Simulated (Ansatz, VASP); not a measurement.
**NaCl in two plane-wave programs**

One calculation is typed for both programs; each brings its own data sets and cutoff. How far apart do they land? The cell is taken from a series of VASP runs on this material, whose earlier steps may have relaxed, scaled or displaced it; both programs get it as it stands.

Method: plane waves, with VASP 6.6.1 beside it; relaxation of cell and atoms at r2SCAN with rVV10, in Ansatz 0.2.0.

### Step 1. Starting point

The structure is cubic, space group Fm-3m (No. 225). Conventional cell: a = 5.552 Å, b = 5.552 Å, c = 5.552 Å, α = 90.00°, β = 90.00°, γ = 90.00°. Nearest to Cl lie 6 Na at 2.78 Å. Nearest to Na lie 6 Cl at 2.78 Å. Farther neighbours and most contacts between anions are not listed.

### Step 2. Ansatz: relaxation of cell and atoms, r2SCAN with rVV10

Ansatz runs on its default PAW (the set named soft_2) files.

The relaxed volume is the usual yardstick between codes: its relative difference is about their pressure difference at one cell divided by the bulk modulus.

Input file input.yaml:

```yaml
crystal:
  lattice:
    - [0.0, 2.7758550276, 2.7758550276]
    - [2.7758550276, 0.0, 2.7758550276]
    - [2.7758550276, 2.7758550276, 0.0]
  atoms:
    - { symbol: Cl, position: [0.5, 0.5, 0.5] }
    - { symbol: Na, position: [0.0, 0.0, 0.0] }
hamiltonian:
  xc: r2scan
  pseudopotentials: { kind: paw }
  dispersion: rvv10
kpoints:
  mp_grid: { grid: [6, 6, 6] }
scf:
  occupations: { method: gaussian, width: 0.03 }
relax:
  f_tol: 0.01
  max_steps: 60
  cell: { stress_tol: 0.05 }
output:
  forces: true
  stress: true
  write_density: true
  write_potential: true
  elf: true
  volumetric_format: npy
```

Started as:

```sh
$ ansatz run input.yaml --threads 4 --pin off --max-ram 9216MiB --backend cpu --events-out ev --progress --plain --runs-dir out
```

Numbers of over 12 decimals in the logs are rounded to 6 here.

What it wrote:

```text
Engine: ansatz 0.2.0, aarch64-unknown-linux-gnu
Pseudopotentials: kind: paw
Pseudopotential: Cl, paw, valence charge 7, recommended cutoff 500 eV (meta_gga), Cl.paw.azcp
Pseudopotential: Na, paw, valence charge 9, recommended cutoff 500 eV (meta_gga), Na.paw.azcp
Functional definition: r2SCAN+rVV10
  parameter k0 = 0.174
  parameter k1 = 0.065
  parameter a1 = 4.9479
  exchange = r2scan_x(k0 = k0, k1 = k1, a1 = a1)
  correlation = r2scan_c + rvv10(11.95, 0.0093)
Crystal: 2 atoms, lattice volume = 42.778 Å³
Basis set: ecut = 500 eV, 1067 PW (Γ), exchange–correlation on 144×144×144 points (64 copies of the dense FFT grid, shifted against one another)
Bands: 12, of which v1, the nominal top of the filled ones, is band 8 counted from 1 (7 counted from 0)
Symmetry: 48 space group operations
Space group: Fm-3m (ITA 225), of the structure as read, at distance tolerance 3.5e-5 Å
k-points: 16 of 216
Non-local potential: Cl, projectors of the file, l = 0: 2, l = 1: 2, l = 2: 2
Non-local potential: Na, projectors of the file, l = 0: 3, l = 1: 2, l = 2: 1
PAW form: soft (Blöchl's): semilocal exchange-correlation on the pseudo side does not see the compensation charge
rVV10 density: all electrons in the spheres
PAW frozen core: Cl, regenerated for the run's functional (the file was generated under x = pbe(κ = 0.804, μ = 0.219515), c = pbe(β = 0.066725))
PAW frozen core: Na, regenerated for the run's functional (the file was generated under x = pbe(κ = 0.804, μ = 0.219515), c = pbe(β = 0.066725))
PAW one-centre angular grid: Cl, 302 points (default); XC on 160 Gauss nodes
PAW one-centre angular grid: Na, 302 points (default); XC on 339 of its mesh's 2595 points in the sphere
Initial density: superposition of atomic densities (neutral atoms: chi_scale 0, normalization atom), corrected by the library's trained network
Initial wavefunctions: pseudopotential atomic-orbital guess
Functional: x = r2scan, c = r2scan + rvv10(b = 11.95, C = 0.0093); τ floored in thin density (d = 2e-4 eV/Å³)
SCF iter   1: F=—  HF=-2575.252308 eV  |F-HF|=—  |Δ(HF+E_count)|=         —  Δρ=7.23e-3  dr2=1.08e-2  dr2_τ=1.72e-3  ethr=1.77e-3  ⟨swp⟩=5.6  Hψ=1147  notcnv=0
preconditioner: auto → none  [insulator: Δε(μ)=5.980 eV  Ē_g=14.693 eV  σ=0.030 eV  W_gap=1.00  n_scr=14 (ndim 8)  ℏωp=16.1 eV  f_vac=0.020  D(μ)=0.00/eV (n_scr^D=0)  ε∞_Penn≈2.2]
SCF iter   2: F=—  HF=-2575.262341 eV  |F-HF|=—  |Δ(HF+E_count)|=   1.00e-2  Δρ=1.91e-3  dr2=8.58e-4  dr2_τ=1.97e-4  ethr=6.72e-5  ⟨swp⟩=2.1  Hψ=513  notcnv=0
SCF iter   3: F=—  HF=-2575.262389 eV  |F-HF|=—  |Δ(HF+E_count)|=   4.82e-5  Δρ=6.14e-4  dr2=9.41e-5  dr2_τ=1.92e-5  ethr=5.36e-6  ⟨swp⟩=2.2  Hψ=330  notcnv=0
SCF iter   4: F=—  HF=-2575.262399 eV  |F-HF|=—  |Δ(HF+E_count)|=   9.90e-6  Δρ=2.93e-4  dr2=1.19e-5  dr2_τ=2.18e-6  ethr=5.88e-7  ⟨swp⟩=2.0  Hψ=245  notcnv=0
iter 5 did not close the SCF: its close was put off for the readings that it lacked (scf_convergence_deferred on its scf_iter line)
SCF iter   5: F=-2575.262409 eV  HF=-2575.262409 eV  |F-HF|=4.88e-9  |Δ(HF+E_count)|=   9.26e-6  Δρ=1.70e-5  dr2=8.23e-8  dr2_τ=1.56e-8  ethr=7.45e-8  ⟨swp⟩=3.0  Hψ=316  notcnv=0
SCF iter   6: F=-2575.262409 eV  HF=-2575.262409 eV  |F-HF|=1.72e-9  |Δ(HF+E_count)|=   2.67e-8  Δρ=3.19e-6  dr2=4.07e-9  dr2_τ=3.34e-10  ethr=5.14e-10  ⟨swp⟩=5.3  Hψ=1022  notcnv=0
SCF 1 converged in 6 iterations: F = -2575.262409 eV  dr2 = 4.07e-9
  greatest PAW one-centre occupation: 1.000 electrons in one spin orbital (limit 2), on the Na atom at site 1 (counted from 0), in its partial waves of l = 0
relax step   1: F+E_penalty+E_count = -2575.26240866 eV  Δ(F+E_penalty+E_count) = +0.000e0 eV  max|allowed force component| = 1.775e-29 eV/Å  Δτ_max = 0.0000 Å  P = +0.256 GPa  Ω = 42.778 Å³  (6 SCF iters, dr2 threshold 1.00e-7 eV, accepted)
[...]
relax step   2: F+E_penalty+E_count = -2575.26264340 eV  Δ(F+E_penalty+E_count) = -2.347e-4 eV  max|allowed force component| = 4.602e-31 eV/Å  Δτ_max = 0.0000 Å  P = +0.075 GPa  Ω = 43.032 Å³  energy of the carried Pulay correction = -2.782e-5 eV  (4 SCF iters, dr2 threshold 1.64e-7 eV, accepted)
[...]
relax step   3: F+E_penalty+E_count = -2575.26265830 eV  Δ(F+E_penalty+E_count) = -1.490e-5 eV  max|allowed force component| = 1.887e-29 eV/Å  Δτ_max = 0.0000 Å  P = +0.002 GPa  Ω = 43.139 Å³  energy of the carried Pulay correction = -3.952e-5 eV  (4 SCF iters, dr2 threshold 1.42e-8 eV, accepted)
[...]
relax step   4: F+E_penalty+E_count = -2575.26270306 eV  Δ(F+E_penalty+E_count) = -4.475e-5 eV  max|allowed force component| = 1.676e-29 eV/Å  Δτ_max = 0.0000 Å  P = +0.003 GPa  Ω = 43.139 Å³  stress off target by 3.35e-3 GPa  SCF on the basis re-selected at this cell (its energy is not comparable with the rows above)  (5 SCF iters)
basis re-selected at this cell: Δ(F+E_penalty+E_count) = -4.475e-5 eV, ΔP = +0.001 GPa vs the last step (what re-selecting the basis moved, of the pressure what is left beyond the Pulay correction that the steps carried, after the strain that the cell walked since its last selection, with what the two solves' SCF thresholds leave and, on support functions, any second-order correction that the steps lacked; it is no m [...]
SCF converged after 5 iterations
Free energy (F): -2575.262703 eV
Harris-Foulkes:  -2575.262703 eV  (|F-HF|=1.09e-11)
Internal energy: -2575.262703 eV  (E = F + TS)
E sigma→0 (E₀):  -2575.262703 eV
Fermi energy:    3.965458 eV
--- Per-component energies (eV) ---
  E_band       = -245.276317
  E_kinetic    = 282.826696
  E_local      = -1512.005521  (includes V_loc(G=0)·N_el)
  E_nonlocal   = 144.208479
  E_hartree    = 533.350507
  E_xc         = -140.754389
  E_vxc        = -190.830868  (∫ρ·V_xc dr)
  E_paw        = -934.344980  (= ΣΔE_a)
  E_vpaw       = -48.274996  (= ΣTr[D̂ρ^β])
  E_aug_tail   = 0.000022  (compensation charges beyond the density's cutoff)
  E_vtau       = 12.098846  (kinetic-family band-sum trace: ∫τ·v_τ [+ j·A + Jᵃ·Aᵃ] dr)
  E_ewald      = -948.380842
  E_core_change = -0.162674  (= ΣΔE_core)
  E_smearing   = -0.000000  (= −TS)
  E_closure    = 0.000000  (closes the sum)
  Σ components = -2575.262703   (vs F -2575.262703, Δ=0.00e0)
--- Forces (eV/Å), atoms counted from 1 ---
  atom   1  Cl     0.00000000    -0.00000000     0.00000000
  atom   2  Na    -0.00000000     0.00000000    -0.00000000
  max |Σ_I F_I| component: 2.96e-29 eV/Å
--- Stress (GPa, compression-positive) ---
        0.003353      -0.000000      -0.000000
       -0.000000       0.003353      -0.000000
       -0.000000      -0.000000       0.003353
  P = ⅓ Tr σ = 0.0034 GPa (0.034 kbar)
--- Band table (eV; the first three rows and the last of 16) ---
  k-point 0: bands = [... 4 lower, -12.3385, 0.9739, 0.9739, 0.9739, 6.9569, 12.6801, 12.6801, 12.6801]
  k-point 1: bands = [... 4 lower, -12.2464, 0.3409, 0.8962, 0.8962, 7.7902, 11.9127, 12.9996, 12.9996]
  k-point 2: bands = [... 4 lower, -12.0537, -0.6631, 0.7482, 0.7482, 8.7928, 11.9760, 12.8945, 12.8945]
  k-point 15: bands = [... 4 lower, -11.8849, -0.5919, -0.0222, 0.2002, 10.3043, 10.4173, 12.3420, 14.0710]
--- Relaxed structure (3 steps of the walk, 3 accepted, 1 SCFs on fresh bases) ---
  F+E_penalty+E_count = -2575.26270306 eV   max|allowed force component| = 1.676e-29 eV/Å   (the final SCF, on the basis selected at the relaxed cell)
  cell:  # Å, volume = 43.1390 Å³
    - [0, 2.783643, 2.783643]
    - [2.783643, 0, 2.783643]
    - [2.783643, 2.783643, 0]
  atoms:
    - { symbol: Cl, position: [0.500000, 0.500000, 0.500000] }
    - { symbol: Na, position: [0, 0, 0] }
```

The job ended after 8.3 s (4 threads of Arm Neoverse N1, shared host; peak memory 0.5 GiB; 29 s of CPU time).

[end of part 1 of 2]

[Lines on the potential files, build, host, timing and source positions are cut from VASP's logs without a mark.]

[Logs are printed without paths, hosts, clocks, repeated set-up lines and the standing remarks that a program may print on its own settings, such as how far it seeks lower states.]

[Hosts, paths, dates, database ids (printed as entryN), source tags and the programs' standing remarks are cut or masked in the printed files.]
